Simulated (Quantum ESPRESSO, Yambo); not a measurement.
# KBr (Fm-3m): G0W0 in Yambo against the screening cutoff

Aim: move the screening cutoff of a G0W0 run on KBr (Fm-3m) over a wide range.

Main program and level: Yambo 5.3.0; PBE and many-body steps on it, plane waves.

## Step 1: The starting structure

It takes space group Fm-3m (No. 225, cubic). The conventional cell has a = 6.600 Å, b = 6.600 Å, c = 6.600 Å, α = 90.00°, β = 90.00°, γ = 90.00°. Nearest to K lie 6 Br at 3.30 Å. Nearest to Br lie 6 K at 3.30 Å. Farther neighbours and most contacts between anions are not listed.

Coordinates:

```xyz
2
Lattice="0.0000 3.3000 3.3000 3.3000 0.0000 3.3000 3.3000 3.3000 0.0000" Properties=species:S:1:pos:R:3 pbc="T T T"
K     0.0000    0.0000    0.0000
Br    3.3000    3.3000    3.3000
```

The cell and positions come from the Crystallography Open Database and are kept as given unless a step says otherwise.

## Step 2: 3 Ha

This step: Yambo 5.3.0; G0W0 on PBE, plane waves, norm-conserving pseudopotentials.

G0W0 replaces the xc potential by the self-energy, built once from these orbitals. Only a window of levels is corrected, while the sums run over the empty bands that the input names.

gw7.in reads:

```
HF_and_locXC
gw0
dyson
ppa
em1d
rim_cut
RandQpts= 1000000
RandGvec= 1 RL
EXXRLvcs= 76 Ry
VXCRLvcs= 304 Ry
Chimod= "HARTREE"
% BndsRnXp
 1 | 129 |
%
NGsBlkXp= 6 Ry
% LongDrXp
 1 | 1 | 1 |
%
% GbndRnge
 1 | 129 |
%
DysSolver= "n"
ExtendOut
PPAPntXp= 27.21138 eV
% QPkrange
 1 | 1 | 12 | 15 |
%
```

The run is started by

```bash
$ OMP_NUM_THREADS=1 mpirun -n 4 yambo -F gw7.in -J gw7 -C gw7 > gw7.log
```

Output:

```text
 Yambo, version 5.3.0

 [02] CORE Variables Setup
 =========================

  [... cell, symmetries and grids as in the set-up ...]

  [02.05] Energies & Occupations
  ==============================

  [X] === General ===
  [X] Electronic Temperature                        :  0.000000  0.000000 [eV K]
  [X] Bosonic    Temperature                        :  0.000000  0.000000 [eV K]
  [X] Finite Temperature mode                       : no
  [X] El. density                                   :  0.36174E+24 [cm-3]
  [X] Fermi Level                                   :  2.085286 [eV]

  [X] === Gaps and Widths ===
  [X] Conduction Band Min                           :  4.436154 [eV]
  [X] Valence Band Max                              :  0.000000 [eV]
  [X] Filled Bands                                  :  13
  [X] Empty Bands                                   :    14   474
  [X] Direct Gap                                    :  4.436154 [eV]
  [X] Direct Gap localized at k                     :  1
  [X] Indirect Gap                                  :  4.436154 [eV]
  [X] Indirect Gap between kpts                     :  1  1
  [X] Last valence band width                       :  0.536069 [eV]
  [X] 1st conduction band width                     :  2.953841 [eV]

 [03] Transferred momenta grid and indexing
 ==========================================

 IBZ Q-points                                      :   8
 BZ  Q-points                                      :   64

 K/Q-points units:
 rlu = crystal or reduced units; cc = cartesian coordinates; iku = interal k-units

 Q [1]          [rlu]:  0.000000  0.000000  0.000000
 Q [2]          [rlu]: -0.15345E-16  0.40166E-16  0.25000
 Q [3]          [rlu]:  0.30690E-16 -0.80332E-16 -0.50000
 Q [4]          [rlu]: -0.46171E-17  0.25000      0.25000
 Q [5]          [rlu]: -0.20915E-17  0.25000      0.50000
 Q [6]          [rlu]: -0.24821E-16  0.25000     -0.25000
 Q [7]          [rlu]:  0.92343E-17 -0.50000     -0.50000
 Q [8]          [rlu]:  0.250000 -0.500000 -0.250000

 [04] Coloumb potential Random Integration (RIM)
 ===============================================

  [04.01] RIM initialization
  ==========================

  * Diagonal components only detected *

  8 x (sBL volume)        :  0.063927 [a.u.]
  sBZ random points       :  1000000
  Points outside the sBZ  :   7968281
  RL volume               :  0.511412 [a.u.]
  Integrated volume       :  0.513448 [a.u.]

  [04.02] RIM integrals
  =====================

  Gamma point sphere radius             :  0.072529 [a.u.]
  Points outside the sphere             :   800476
  [Int_sBZ(q=0) 1/q^2]*(Vol_sBZ)^(-1/3) =:  7.776341
                                 should be <:  7.795600

  Summary of Coulomb integrals for non-metallic bands |Q|[au] RIM/Bare

  Q [1] 0.100000E-4 0.997530 * Q [2] 0.218141 1.068480
  Q [4] 0.251888 1.066792 * Q [6] 0.356223 1.029814
  Q [5] 0.417709 1.022655 * Q [3] 0.436282 1.020683
  Q [7] 0.503776 1.017590 * Q [8] 0.563238 1.014367

 [WARNING] [Xp] User bands 1-129 break level degeneracy

 [05] Dipoles
 ============

  [05.01] Setup: observables and procedures
  =========================================

 [06] Dynamic Dielectric Matrix (PPA)
 ====================================

 [WR./gw7//ndb.pp]---------------------------------------------------------------
  Brillouin Zone Q/K grids (IBZ/BZ)                :    8   64    8   64
  RL vectors                                       :   6567 [WF]
  Coulomb cutoff potential                         : none
  Electronic Temperature                           :  0.000000 [K]
  Bosonic    Temperature                           :  0.000000 [K]
  PPA    diel. fun.  energies                      : Perdew, Burke & Ernzerhof(X)+Perdew, Burke & Ernzerhof(C)
  wavefunctions                                    : Perdew, Burke & Ernzerhof(X)+Perdew, Burke & Ernzerhof(C)
  Global Gauge                                     : length
  X matrix size                                    :  137
  X band range                                     :    1  129
  X e/h energy range                               : -1.000000 -1.000000 [eV]
  X Time ordering                                  : R
  X Hxc Kernel                                     : HARTREE
  X Drude frequency                                :  0.000000  0.000000
  X poles                                          :  100.0000 [o/o]
  RL vectors in the sum                            :   6567
  [r,Vnl] included                                 : yes
  Field direction                                  :  0.577350E-5  0.577350E-5  0.577350E-5
  BZ energy Double Grid                            : no
  BZ energy DbGd points                            : 0
  BZ Q point size factor                           : -1.000000
  X Optical Averaged directions                    : none

 [07] Local Exchange-Correlation + Non-Local Fock
 ================================================

 [VXC] Plane waves :   43599
 [EXS] Plane waves :   5577

 QP @ state[ 1 ] K range:  1  1
 QP @ state[ 1 ] b range:  12  15

 [xc] Functional : Perdew, Burke & Ernzerhof(X)+Perdew, Burke & Ernzerhof(C)
 [xc] LIBXC used to calculate xc functional
  PP Number of Atomic Species                      :  2
  NLCC RL compoments                               :   43599
  PP Number of Atomic Species                      :  2
  NLCC RL compoments                               :   43599

 [xc] E_xc :  -16.87313 [Ha]
      E_xc :  -33.74626 [Ry]

  Local XC kind (lXC) : Perdew, Burke & Ernzerhof(X)+Perdew, Burke & Ernzerhof(C)
  Non-Local XC kind (nlXC) : Hartree-Fock

  Corrections @ K [1] :  [eV]
 <12|nlXC|12> = -19.54507 -0.66412E-17 <12|lXC|12> = -14.35201  0.56645E-15
 <13|nlXC|13> = -19.54501 -0.52136E-17 <13|lXC|13> = -14.35201 -0.23602E-16
 <14|nlXC|14> = -3.946253  0.22324E-17 <14|lXC|14> = -7.314515  0.37763E-15
 <15|nlXC|15> = -3.767110  0.64592E-19 <15|lXC|15> = -8.482834 -0.47204E-16

 [08] Dyson equation: Newton solver
 ==================================

  [08.01] G0W0 (W PPA)
  ====================

  [  GW  ] Bands range     :    1  129
  [GW/PPA] G damping       :  0.100000 [eV]

  QP @ state[ 1 ] K range:  1  1
  QP @ state[ 1 ] b range:  12  15

   Sc/G bands                                       :    1  129
   Sc/G damping                                     :  0.100000 ev
   Sc bands terminator                              : no
   Sx RL components                                 :   5577

   QP @ state[ 1 ] K range                          :  1  1
   QP @ state[ 1 ] b range                          :  12  15
   GF energies kind                                 : Perdew, Burke & Ernzerhof(X)+Perdew, Burke & Ernzerhof(C)
   GF WF`s kind                                     : Perdew, Burke & Ernzerhof(X)+Perdew, Burke & Ernzerhof(C)
   Xs energies kind                                 : Perdew, Burke & Ernzerhof(X)+Perdew, Burke & Ernzerhof(C)
   Xs WF`s kind                                     : Perdew, Burke & Ernzerhof(X)+Perdew, Burke & Ernzerhof(C)

 [11] Game Over & Game summary
```

Wall time 90 s (4 MPI ranks of Arm Neoverse V1, shared host); peak memory 1.8 GiB.

This step gave:

| Quantity | Value |
| --- | --- |
| G0W0 gap on the points computed | 7.608 eV |
| starting gap on the mesh | 4.436 eV |
| k of the valence top | 0, 0, 0 |
| k of the conduction bottom | 0, 0, 0 |
| least direct G0W0 gap on the computed points | 7.608 eV |
| Z at the valence top | 0.8311 |
| Z at the conduction bottom | 0.8743 |

The gap on the mesh goes from 4.44 eV to 7.61 eV, a correction of +3.17 eV.

## Step 3: 4.75 Ha

gw8.in reads:

```
HF_and_locXC
gw0
dyson
ppa
em1d
rim_cut
RandQpts= 1000000
RandGvec= 1 RL
EXXRLvcs= 76 Ry
VXCRLvcs= 304 Ry
Chimod= "HARTREE"
% BndsRnXp
 1 | 129 |
%
NGsBlkXp= 9.5 Ry
% LongDrXp
 1 | 1 | 1 |
%
% GbndRnge
 1 | 129 |
%
DysSolver= "n"
ExtendOut
PPAPntXp= 27.21138 eV
% QPkrange
 1 | 1 | 12 | 15 |
%
```

The run is started by

```bash
$ OMP_NUM_THREADS=1 mpirun -n 4 yambo -F gw8.in -J gw8 -C gw8 > gw8.log
```

Output:

```text
 Yambo, version 5.3.0

 [02] CORE Variables Setup
 =========================

  [... cell, symmetries and grids as in the set-up ...]

  [02.05] Energies & Occupations
  ==============================

  [X] === General ===
  [X] Electronic Temperature                        :  0.000000  0.000000 [eV K]
  [X] Bosonic    Temperature                        :  0.000000  0.000000 [eV K]
  [X] Finite Temperature mode                       : no
  [X] El. density                                   :  0.36174E+24 [cm-3]
  [X] Fermi Level                                   :  2.085286 [eV]

  [X] === Gaps and Widths ===
  [X] Conduction Band Min                           :  4.436154 [eV]
  [X] Valence Band Max                              :  0.000000 [eV]
  [X] Filled Bands                                  :  13
  [X] Empty Bands                                   :    14   474
  [X] Direct Gap                                    :  4.436154 [eV]
  [X] Direct Gap localized at k                     :  1
  [X] Indirect Gap                                  :  4.436154 [eV]
  [X] Indirect Gap between kpts                     :  1  1
  [X] Last valence band width                       :  0.536069 [eV]
  [X] 1st conduction band width                     :  2.953841 [eV]

 [03] Transferred momenta grid and indexing
 ==========================================

 IBZ Q-points                                      :   8
 BZ  Q-points                                      :   64

 K/Q-points units:
 rlu = crystal or reduced units; cc = cartesian coordinates; iku = interal k-units

 Q [1]          [rlu]:  0.000000  0.000000  0.000000
 Q [2]          [rlu]: -0.15345E-16  0.40166E-16  0.25000
 Q [3]          [rlu]:  0.30690E-16 -0.80332E-16 -0.50000
[...]
================================================

 [VXC] Plane waves :   43599
 [EXS] Plane waves :   5577

 QP @ state[ 1 ] K range:  1  1
 QP @ state[ 1 ] b range:  12  15

 [xc] Functional : Perdew, Burke & Ernzerhof(X)+Perdew, Burke & Ernzerhof(C)
 [xc] LIBXC used to calculate xc functional
  PP Number of Atomic Species                      :  2
  NLCC RL compoments                               :   43599
  PP Number of Atomic Species                      :  2
  NLCC RL compoments                               :   43599

 [xc] E_xc :  -16.87313 [Ha]
      E_xc :  -33.74626 [Ry]

  Local XC kind (lXC) : Perdew, Burke & Ernzerhof(X)+Perdew, Burke & Ernzerhof(C)
  Non-Local XC kind (nlXC) : Hartree-Fock

  Corrections @ K [1] :  [eV]
 <12|nlXC|12> = -19.54507 -0.66412E-17 <12|lXC|12> = -14.35201  0.56645E-15
 <13|nlXC|13> = -19.54501 -0.52136E-17 <13|lXC|13> = -14.35201 -0.23602E-16
 <14|nlXC|14> = -3.946253  0.22324E-17 <14|lXC|14> = -7.314515  0.37763E-15
 <15|nlXC|15> = -3.767110  0.64592E-19 <15|lXC|15> = -8.482834 -0.47204E-16

 [08] Dyson equation: Newton solver
 ==================================

  [08.01] G0W0 (W PPA)
  ====================

  [  GW  ] Bands range     :    1  129
  [GW/PPA] G damping       :  0.100000 [eV]

  QP @ state[ 1 ] K range:  1  1
  QP @ state[ 1 ] b range:  12  15

   Sc/G bands                                       :    1  129
   Sc/G damping                                     :  0.100000 ev
   Sc bands terminator                              : no
   Sx RL components                                 :   5577

   QP @ state[ 1 ] K range                          :  1  1
   QP @ state[ 1 ] b range                          :  12  15
   GF energies kind                                 : Perdew, Burke & Ernzerhof(X)+Perdew, Burke & Ernzerhof(C)
   GF WF`s kind                                     : Perdew, Burke & Ernzerhof(X)+Perdew, Burke & Ernzerhof(C)
   Xs energies kind                                 : Perdew, Burke & Ernzerhof(X)+Perdew, Burke & Ernzerhof(C)
   Xs WF`s kind                                     : Perdew, Burke & Ernzerhof(X)+Perdew, Burke & Ernzerhof(C)

 [11] Game Over & Game summary
```

Run time: 2.2 min. Hardware: 4 MPI ranks; peak memory 1.8 GiB; 8.6 min of CPU time.

Numbers from this step:

| Property | Result |
| --- | --- |
| G0W0 gap on the points computed | 7.662 eV |
| starting gap on the mesh | 4.436 eV |
| k of the valence top | 0, 0, 0 |
| k of the conduction bottom | 0, 0, 0 |
| least direct G0W0 gap on the computed points | 7.662 eV |
| Z at the valence top | 0.8291 |
| Z at the conduction bottom | 0.8740 |

Against the run before, the gap moves by +0.054 eV.

## Step 4: 9.5 Ha

gw9.in reads:

```
HF_and_locXC
gw0
dyson
ppa
em1d
rim_cut
RandQpts= 1000000
RandGvec= 1 RL
EXXRLvcs= 76 Ry
VXCRLvcs= 304 Ry
Chimod= "HARTREE"
% BndsRnXp
 1 | 129 |
%
NGsBlkXp= 19 Ry
% LongDrXp
 1 | 1 | 1 |
%
% GbndRnge
 1 | 129 |
%
DysSolver= "n"
ExtendOut
PPAPntXp= 27.21138 eV
% QPkrange
 1 | 1 | 12 | 15 |
%
```

The run is started by

```bash
$ OMP_NUM_THREADS=1 mpirun -n 4 yambo -F gw9.in -J gw9 -C gw9 > gw9.log
```

Output:

```text
 Yambo, version 5.3.0

 [02] CORE Variables Setup
 =========================

  [... cell, symmetries and grids as in the set-up ...]

  [02.05] Energies & Occupations
  ==============================

  [X] === General ===
  [X] Electronic Temperature                        :  0.000000  0.000000 [eV K]
  [X] Bosonic    Temperature                        :  0.000000  0.000000 [eV K]
  [X] Finite Temperature mode                       : no
  [X] El. density                                   :  0.36174E+24 [cm-3]
[...]
Sx RL components                                 :   5577

   QP @ state[ 1 ] K range                          :  1  1
   QP @ state[ 1 ] b range                          :  12  15
   GF energies kind                                 : Perdew, Burke & Ernzerhof(X)+Perdew, Burke & Ernzerhof(C)
   GF WF`s kind                                     : Perdew, Burke & Ernzerhof(X)+Perdew, Burke & Ernzerhof(C)
   Xs energies kind                                 : Perdew, Burke & Ernzerhof(X)+Perdew, Burke & Ernzerhof(C)
   Xs WF`s kind                                     : Perdew, Burke & Ernzerhof(X)+Perdew, Burke & Ernzerhof(C)

 [11] Game Over & Game summary
```

Elapsed: 6.1 min, on 4 MPI ranks; peak memory 1.9 GiB.

This step gave:

```yaml
g0w0_gap_on_the_points_computed: 7.669 eV
starting_gap_on_the_mesh: 4.436 eV
k_of_the_valence_top: 0, 0, 0
k_of_the_conduction_bottom: 0, 0, 0
least_direct_g0w0_gap_on_the_computed_points: 7.669 eV
```

Against the run before, the gap moves by +0.007 eV.

## Step 5: 12 Ha

gw10.in reads:

```
HF_and_locXC
gw0
dyson
ppa
em1d
rim_cut
RandQpts= 1000000
RandGvec= 1 RL
EXXRLvcs= 76 Ry
VXCRLvcs= 304 Ry
Chimod= "HARTREE"
% BndsRnXp
 1 | 129 |
%
NGsBlkXp= 24 Ry
% LongDrXp
 1 | 1 | 1 |
%
% GbndRnge
 1 | 129 |
%
DysSolver= "n"
ExtendOut
PPAPntXp= 27.21138 eV
% QPkrange
 1 | 1 | 12 | 15 |
%
```

The run is started by

```bash
$ OMP_NUM_THREADS=1 mpirun -n 4 yambo -F gw10.in -J gw10 -C gw10 > gw10.log
```

Output:

```text
 Yambo, version 5.3.0

 [02] CORE Variables Setup
 =========================

  [... cell, symmetries and grids as in the set-up ...]

  [02.05] Energies & Occupations
  ==============================

  [X] === General ===
  [X] Electronic Temperature                        :  0.000000  0.000000 [eV K]
  [X] Bosonic    Temperature                        :  0.000000  0.000000 [eV K]
  [X] Finite Temperature mode                       : no
  [X] El. density                                   :  0.36174E+24 [cm-3]
[...]
Sx RL components                                 :   5577

   QP @ state[ 1 ] K range                          :  1  1
   QP @ state[ 1 ] b range                          :  12  15
   GF energies kind                                 : Perdew, Burke & Ernzerhof(X)+Perdew, Burke & Ernzerhof(C)
   GF WF`s kind                                     : Perdew, Burke & Ernzerhof(X)+Perdew, Burke & Ernzerhof(C)
   Xs energies kind                                 : Perdew, Burke & Ernzerhof(X)+Perdew, Burke & Ernzerhof(C)
   Xs WF`s kind                                     : Perdew, Burke & Ernzerhof(X)+Perdew, Burke & Ernzerhof(C)

 [11] Game Over & Game summary
```

Run time: 11 min. Hardware: 4 MPI ranks; peak memory 2 GiB; 42 min of CPU time.

This step gave:

* G0W0 gap on the points computed: 7.667 eV
* starting gap on the mesh: 4.436 eV
* k of the valence top: 0, 0, 0
* k of the conduction bottom: 0, 0, 0
* least direct G0W0 gap on the computed points: 7.667 eV

Against the run before, the gap moves by −0.002 eV.

## Step 6: 15 Ha

gw11.in reads:

```
HF_and_locXC
gw0
dyson
ppa
em1d
rim_cut
RandQpts= 1000000
RandGvec= 1 RL
EXXRLvcs= 76 Ry
VXCRLvcs= 304 Ry
Chimod= "HARTREE"
% BndsRnXp
 1 | 129 |
%
NGsBlkXp= 30 Ry
% LongDrXp
 1 | 1 | 1 |
%
% GbndRnge
 1 | 129 |
%
DysSolver= "n"
ExtendOut
PPAPntXp= 27.21138 eV
% QPkrange
 1 | 1 | 12 | 15 |
%
```

The run is started by

```bash
$ OMP_NUM_THREADS=1 mpirun -n 4 yambo -F gw11.in -J gw11 -C gw11 > gw11.log
```

Output:

```text
 Yambo, version 5.3.0

 [02] CORE Variables Setup
 =========================

  [... cell, symmetries and grids as in the set-up ...]

  [02.05] Energies & Occupations
  ==============================

  [X] === General ===
  [X] Electronic Temperature                        :  0.000000  0.000000 [eV K]
  [X] Bosonic    Temperature                        :  0.000000  0.000000 [eV K]
  [X] Finite Temperature mode                       : no
  [X] El. density                                   :  0.36174E+24 [cm-3]
[...]
Sx RL components                                 :   5577

   QP @ state[ 1 ] K range                          :  1  1
   QP @ state[ 1 ] b range                          :  12  15
   GF energies kind                                 : Perdew, Burke & Ernzerhof(X)+Perdew, Burke & Ernzerhof(C)
   GF WF`s kind                                     : Perdew, Burke & Ernzerhof(X)+Perdew, Burke & Ernzerhof(C)
   Xs energies kind                                 : Perdew, Burke & Ernzerhof(X)+Perdew, Burke & Ernzerhof(C)
   Xs WF`s kind                                     : Perdew, Burke & Ernzerhof(X)+Perdew, Burke & Ernzerhof(C)

 [11] Game Over & Game summary
```

Wall time 20 min (4 MPI ranks); peak memory 2.3 GiB; 81 min of CPU time.

This step gave:

- G0W0 gap on the points computed: 7.665 eV
- starting gap on the mesh: 4.436 eV
- k of the valence top: 0, 0, 0
- k of the conduction bottom: 0, 0, 0
- least direct G0W0 gap on the computed points: 7.665 eV

Against the run before, the gap moves by −0.002 eV.

## Step 7: The runs together

Times are wall times on 4 MPI ranks of Arm Neoverse V1, shared host. The host was busy with other work, so they are no guide to cost.

```tsv
run	mesh	bands	screening cutoff (eV)	DFT gap (eV)	gap on the mesh (eV)	direct (eV)	time
3 Ha	4×4×4	129	81.6	4.436	7.608	7.608	90 s
4.75 Ha	4×4×4	129	129.3	4.436	7.662	7.662	2.2 min
9.5 Ha	4×4×4	129	258.5	4.436	7.669	7.669	6.1 min
12 Ha	4×4×4	129	326.5	4.436	7.667	7.667	11 min
15 Ha	4×4×4	129	408.2	4.436	7.665	7.665	20 min
```

## Step 8: Summary of results

```yaml
3_ha: 7.608 eV
4p75_ha: 7.662 eV
9p5_ha: 7.669 eV
12_ha: 7.667 eV
15_ha: 7.665 eV
known_limits: not at the basis limit; no spin-orbit coupling
```

**Reading.** The setting moved: screening cutoff. From 3 Ha to 15 Ha the gap moves by +0.06 eV, for 14 times the time. It holds to 0.03 eV from 4.75 Ha on. Bands and screening cutoff are coupled, so a series along one setting does not show full convergence. Bands and cutoff are finite, so the gap is not at the basis limit. The miss can reach some tenths of an eV and take either sign; the mesh is an error of its own. In the G0W0 runs levels were corrected at 1 k point alone, so a gap called «on the mesh» is the least over those, and an edge elsewhere would be missed. The many-body steps are scalar-relativistic: spin-orbit coupling is not in them.

[Paths, hosts, dates, memory and timing lines, banners, echoed tables and standing remarks are left out of the program output.]

[Logs are printed without paths, hosts, clocks, repeated set-up lines and the standing remarks that a program may print on its own settings, such as how far it seeks lower states.]

[Runs of the session that timed out or met a known fault of the program may be left out.]

[Hosts, paths, dates, database ids (printed as entryN), source tags and the programs' standing remarks are cut or masked in the printed files.]
